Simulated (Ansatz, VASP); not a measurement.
**Two plane-wave programs on Rh**

File INCAR:

```
PREC     = Accurate       # precision mode
ENCUT    = 520            # plane-wave cutoff, eV
EDIFF    = 1E-7           # SCF threshold, eV
ISMEAR   = 0              # smearing method
SIGMA    = 0.1            # smearing width, eV
LREAL    = False          # projectors in reciprocal space
LASPH    = True           # aspherical terms in the spheres
NELM     = 60             # most SCF steps
ALGO     = Fast           # electronic algorithm
ISIF     = 2              # what is computed and relaxed
LWAVE    = False          # write WAVECAR
LCHARG   = False          # write CHGCAR
LDIPOL   = True         
IDIPOL   = 3            
DIPOL    = 0.5 0.5 0.276
GGA      = PE             # functional
NBANDS   = 102            # bands
```

KPOINTS

```
regular mesh
0
Gamma
  6 6 1
```

File POSCAR:

```
Rh
1.0
    5.4163401145      0.0000000000      0.0000000000
   -2.7081700572      4.6906881347      0.0000000000
    0.0000000000      0.0000000000     22.2964585464
Rh
12
Direct
    0.3333333333      0.1666666667      0.1794006879
    0.3333333333      0.6666666667      0.1794006879
    0.8333333333      0.1666666667      0.1794006879
    0.8333333333      0.6666666667      0.1794006879
    0.1666666667      0.3333333333      0.2757740067
    0.1666666667      0.8333333333      0.2757740067
    0.6666666667      0.3333333333      0.2757740067
    0.6666666667      0.8333333333      0.2757740067
    0.0000000000      0.0000000000      0.3720975925
    0.0000000000      0.5000000000      0.3720975925
    0.5000000000      0.0000000000      0.3720975925
    0.5000000000      0.5000000000      0.3720975925
```

Input for Ansatz:

```yaml
crystal:
  lattice:
    - [5.4163401145, 0.0, 0.0]
    - [-2.7081700572, 4.6906881347, 0.0]
    - [0.0, 0.0, 22.2964585464]
  atoms:
    - { symbol: Rh, position: [0.3333333333, 0.1666666667, 0.1794006879] }
    - { symbol: Rh, position: [0.3333333333, 0.6666666667, 0.1794006879] }
    - { symbol: Rh, position: [0.8333333333, 0.1666666667, 0.1794006879] }
    - { symbol: Rh, position: [0.8333333333, 0.6666666667, 0.1794006879] }
    - { symbol: Rh, position: [0.1666666667, 0.3333333333, 0.2757740067] }
    - { symbol: Rh, position: [0.1666666667, 0.8333333333, 0.2757740067] }
    - { symbol: Rh, position: [0.6666666667, 0.3333333333, 0.2757740067] }
    - { symbol: Rh, position: [0.6666666667, 0.8333333333, 0.2757740067] }
    - { symbol: Rh, position: [0.0, 0.0, 0.3720975925] }
    - { symbol: Rh, position: [0.0, 0.5, 0.3720975925] }
    - { symbol: Rh, position: [0.5, 0.0, 0.3720975925] }
    - { symbol: Rh, position: [0.5, 0.5, 0.3720975925] }
basis:
  ecutwfc: 420
kpoints:
  mp_grid: { grid: [6, 6, 1] }
hamiltonian:
  xc: pbe
scf:
  occupations: { method: gaussian, width: 0.1 }
output:
  forces: true
  eigenvalues: true
efield:
  axis: 3
  dipole_correction: true
  ramp_width: 0.04
```

Alike in both runs: task single point; functional PBE; k mesh 6 × 6 × 1; occupations gaussian, width 0.1 eV; no spin polarisation.

|  | VASP | Ansatz |
| --- | --- | --- |
| version | VASP 6.6.1 | Ansatz 0.2.0 |
| potentials or method | VASP PAW PBE potentials, release 64 (Rh_pv) | scalar-relativistic, plane waves, PAW |
| plane-wave cutoff (eV) | 520 | 420 |
| valence electrons in the cell | 180 | 204 |

|  | VASP | Ansatz | Ansatz less VASP |
| --- | --- | --- | --- |
| gap on the k mesh at the Fermi level (eV) | none | none | - |
| rms of the force components (eV/Å) | 0.008 | 0.007 | -0.0011 |
| work function, face that differs most (eV) | 5.05 | 5.09 | +0.041 |

Atom by atom the forces differ by 0.001 eV/Å (rms over components). A gap of «none» marks a metal or a gap that the smearing closes. The two sets of potentials don't hold the same shells in valence.
